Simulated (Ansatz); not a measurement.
Free-standing chains of the atoms of BaTe, named by their start (strip: triangular double chain, ladder: square double chain); atoms and period are relaxed, and energies count from relaxed bulk BaTe (Fm-3m, 44.07 Å³/atom, gap on the mesh 1.66 eV).

Method: DFT PBE, scalar-relativistic, plane waves, PAW in Ansatz 0.2.0.

Cutoff 420 eV; k points 1×1×10 on the computed 4-atom cell (Γ-centred); Gaussian smearing, width 0.05 eV; collinear spin from starting moments 0.5 0.5 0.5 0.5 μB.

Start (ladder chain):

```xyz
4
Lattice="12.3000 0.0000 0.0000 0.0000 9.3000 0.0000 0.0000 0.0000 6.3581" Properties=species:S:1:pos:R:3 pbc="T T T"
Ba    4.4810    4.6500    0.0000
Te    4.4810    4.6500    3.1790
Te    7.8190    4.6500    0.0000
Ba    7.8190    4.6500    3.1790
```

Task: What does the relaxation give?

Result: The free energy falls by 41 meV/atom.

| Quantity | Value |
| --- | --- |
| excess energy (eV per host atom) | 0.736 |
| period (Å) | 6.615 |
| gap on the mesh (eV) | 2.17 |
| highest filled level or Fermi level under vacuum (eV) | 4.22 |
| size of the moment (μB per cell) | 0.00 |

Relaxed structure:
```yaml
crystal:
  lattice:
    - [12.30000, 0.00000, 0.00000]
    - [0.00000, 9.30000, 0.00000]
    - [0.00000, 0.00000, 6.61544]
  atoms:
    - { symbol: Ba, position: [0.37541, 0.50000, 0.00000] }
    - { symbol: Te, position: [0.35724, 0.50000, 0.50000] }
    - { symbol: Te, position: [0.64276, 0.50000, 0.00000] }
    - { symbol: Ba, position: [0.62459, 0.50000, 0.50000] }
```

Spin-orbit coupling is left out, which matters for the bands of heavy elements.

Each run keeps its start's symmetry and one magnetic start, so lower states can exist.

Time: 57 s on 2 threads of Arm Neoverse V2, on a shared host, peak memory 1.1 GiB.